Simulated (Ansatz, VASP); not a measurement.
## Two plane-wave programs on Cu

The input INCAR:

```
SYSTEM = Cu
ALGO = Normal
EDIFF = 1E-6
ENCUT = 520
GGA = PS
ISIF = 2
ISMEAR = 0
LASPH = .TRUE.
LCHARG = .FALSE.
LREAL = .FALSE.
LWAVE = .FALSE.
NBANDS = 18
NELM = 100
PREC = Accurate
SIGMA = 0.15
```

KPOINTS

```
k-points
0
G
  20 20 20
  0 0 0
```

The input POSCAR:

```
Cu
1.0
    1.2184636900     -3.9763780104      0.0000000000
    1.2184636900      3.9763780104      0.0000000000
    0.0000000000      0.0000000000      2.6735351654
Cu
2
Direct
    0.1338666500      0.8661333500      0.2500000000
    0.8661333500      0.1338666500      0.7500000000
```

Input for Ansatz:

```yaml
crystal:
  lattice:
    - [1.21846369, -3.9763780104, 0.0]
    - [1.21846369, 3.9763780104, 0.0]
    - [0.0, 0.0, 2.6735351654]
  atoms:
    - { symbol: Cu, position: [0.13386665, 0.86613335, 0.25] }
    - { symbol: Cu, position: [0.86613335, 0.13386665, 0.75] }
basis:
  ecutwfc: 420
kpoints:
  mp_grid: { grid: [20, 20, 20] }
hamiltonian:
  xc: pbesol
scf:
  occupations: { method: gaussian, width: 0.15 }
output:
  forces: true
  stress: true
  eigenvalues: true
```

Change from the starting cell: strain +0.000 along x and y, +0.080 along z, atoms carried along.

Alike in both runs: task single point; functional PBEsol; k mesh 20 × 20 × 20; occupations gaussian, width 0.15 eV; no spin polarisation.

|  | VASP | Ansatz |
| --- | --- | --- |
| version | VASP 6.6.1 | Ansatz 0.2.0 |
| potentials or method | VASP PAW PBE potentials, release 64 (Cu) | scalar-relativistic, plane waves, PAW |
| plane-wave cutoff (eV) | 520 | 420 |
| valence electrons in the cell | 22 | 38 |

Ansatz gave:

```
gap on the k mesh at the Fermi level (eV)       : none
pressure (GPa)                                  : -10.1
largest component of the traceless stress (GPa) : 6.12
rms of the force components (eV/Å)              : 0.046
```

Which values does VASP return?

gap on the k mesh at the Fermi level (eV): none; pressure (GPa): -9.4; largest component of the traceless stress (GPa): 6.07; rms of the force components (eV/Å): 0.043.

Atom by atom the forces differ by 0.003 eV/Å (rms over components). A gap of «none» marks a metal or a gap that the smearing closes. The functional is the same, so the differences come from potentials, cutoffs and numerics. The two sets of potentials don't hold the same shells in valence.

Caveats: the PAW data sets were made with another functional, which shifts forces and pressure a little (VASP).
